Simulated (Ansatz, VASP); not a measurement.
**GaP: VASP and Ansatz over several settings**

```xyz
2
Lattice="0.0000 2.6696 2.6696 2.6696 0.0000 2.6696 2.6696 2.6696 0.0000" Properties=species:S:1:pos:R:3 pbc="T T T"
Ga    0.0000    0.0000    0.0000
P     4.0044    4.0044    4.0044
```

Single points on this cell with VASP 6.6.1 and Ansatz 0.2.0. Each row is one pair of runs. Alike in all rows: k mesh: 8 × 8 × 8; smearing: fermi-dirac, width 0.05 eV; Ansatz's potentials, cutoff: Ansatz PAW, 420 eV.

```csv
level,spin,"VASP's potentials, cutoff","gap on the k mesh at the Fermi level (eV), VASP","gap on the k mesh at the Fermi level (eV), Ansatz","least direct gap on the mesh (eV), VASP","least direct gap on the mesh (eV), Ansatz","pressure (GPa), VASP","pressure (GPa), Ansatz"
PBEsol,off,"VASP PAW PBE potentials, release 64 (Ga_d, P), 520 eV",1.38,1.38,2.27,2.26,5.2,5.3
LDA,"non-collinear, zero start, SOC","VASP PAW LDA potentials, release 64 (Ga_d, P), 520 eV",1.34,1.34,2.13,2.10,2.8,2.8
PBE+D4,off,"VASP PAW PBE potentials, release 64 (Ga_d, P), 520 eV",1.52,1.52,2.35,2.35,4.9,5.1
revPBE,off,"VASP PAW PBE potentials, release 64 (Ga_d, P), 520 eV",1.58,1.58,2.45,2.44,10.2,10.4
BLYP+D3(BJ),off,"VASP PAW PBE potentials, release 64 (Ga_d, P), 520 eV",1.68,1.68,2.26,2.25,6.0,5.7
```

Gap on the k mesh at the fermi level (eV): the two programs differ by at most 0.008; least direct gap on the mesh (eV): the two programs differ by at most 0.029; pressure (GPa): the two programs differ by at most 0.24.

Caveats: the PAW data sets were made with another functional, which shifts forces and pressure a little (VASP); the PAW data sets come from PBE, with cores solved anew for the run's functional, which leaves a small shift of forces and pressure (Ansatz).
